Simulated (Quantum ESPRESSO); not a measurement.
The system is MnO2.

```
Mn O
1.0
     4.40042    0.00000    0.00000
     0.00000    4.40042    0.00000
     0.00000    0.00000    2.86708
Mn O
2 4
Direct
  0.50000 0.50000 0.50000
  0.00000 0.00000 0.00000
  0.80492 0.19508 0.50000
  0.69508 0.69508 0.00000
  0.19508 0.80492 0.50000
  0.30492 0.30492 0.00000
```

The cell is a database's computed one.

Base run:

```yaml
Program: Quantum ESPRESSO 7.5
Functional: PBEsol
Potentials_or_basis: GBRV 1.5 PBEsol
Cutoff: 612 eV
Density_cutoff: 4898 eV
k_mesh: 6 × 6 × 9
Occupations: fermi-dirac, width 0.05 eV
Spin: collinear spin, ferromagnetic start
Starting_moments: "[4.0, 4.0, 0.0, 0.0, 0.0, 0.0] μB"
```

Its results: band gap on the k mesh none (metal or under the smearing width); pressure -2.3 GPa; net moment 5.98 μB per cell; site moments Mn +2.39; O +0.09 μB; largest force 0.050 eV/Å.

Q: The run is repeated on the same cell with these changes: functional from PBEsol to LDA; potentials or basis from GBRV 1.5 PBEsol to GBRV 1.5 LDA. What comes out?

A: Band gap on the k mesh none (metal or under the smearing width); pressure -10.7 GPa; net moment 5.80 μB per cell; site moments Mn +2.29; O +0.10 μB; largest force 0.081 eV/Å.

Caveats: semilocal functionals often make such compounds metallic where correlation or magnetic order opens a gap, which also shifts bond lengths; only a ferromagnetic start was run, and an antiferromagnetic order may lie lower in energy.

Not every run made on this cell is shown here.
